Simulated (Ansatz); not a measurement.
# CdTe (rock salt): the cost of one run

Method: DFT PBE+D3(BJ), scalar-relativistic, plane waves, PAW, in Ansatz 0.2.0.

**1. The starting structure**

It takes space group Fm-3m (No. 225, cubic). The conventional cell has a = 6.158 Å, b = 6.158 Å, c = 6.158 Å, α = 90.00°, β = 90.00°, γ = 90.00°. Cd (site symmetry m-3m) has 6 Te at 3.08 Å as nearest neighbours. Te (site symmetry m-3m) is surrounded by 6 Cd at 3.08 Å.

Structure file:

```cif
data_structure
_symmetry_space_group_name_H-M 'Fm-3m'
_symmetry_Int_Tables_number 225
_cell_length_a 6.1583
_cell_length_b 6.1583
_cell_length_c 6.1583
_cell_angle_alpha 90.000
_cell_angle_beta 90.000
_cell_angle_gamma 90.000
_cell_volume 233.55
loop_
_atom_site_label
_atom_site_type_symbol
_atom_site_symmetry_multiplicity
_atom_site_Wyckoff_symbol
_atom_site_fract_x
_atom_site_fract_y
_atom_site_fract_z
_atom_site_occupancy
Cd1 Cd 4 a 0.00000 0.00000 0.00000 1
Te1 Te 4 b 0.50000 0.00000 0.00000 1
```

**2. Volume × 1.12**

File input.yaml:

```yaml
crystal:
  lattice:
    - [0.0, 3.0791490024, 3.0791490024]
    - [3.0791490024, 0.0, 3.0791490024]
    - [3.0791490024, 3.0791490024, 0.0]
  atoms:
    - { symbol: Cd, position: [0.0, 0.0, 0.0] }
    - { symbol: Te, position: [0.5, 0.5, 0.5] }
scf:
  occupations: { method: gaussian, width: 0.05 }
output:
  forces: true
  stress: true
  eigenvalues: true
  write_density: true
  write_potential: true
  elf: true
  volumetric_format: npy
hamiltonian:
  xc: pbe
  dispersion: d3bj
basis:
  ecutwfc: 450
kpoints:
  mp_grid: { grid: [16, 16, 16] }
```

Command:

```console
> ansatz run input.yaml --threads 1 --pin off --max-ram 2867MiB --backend cpu --events-out ev --progress --plain --runs-dir out
```

What time and memory should one allow on 1 thread of Intel Xeon at 2.30GHz, shared host?

About 8.3 s, with a peak of 0.52 GiB.
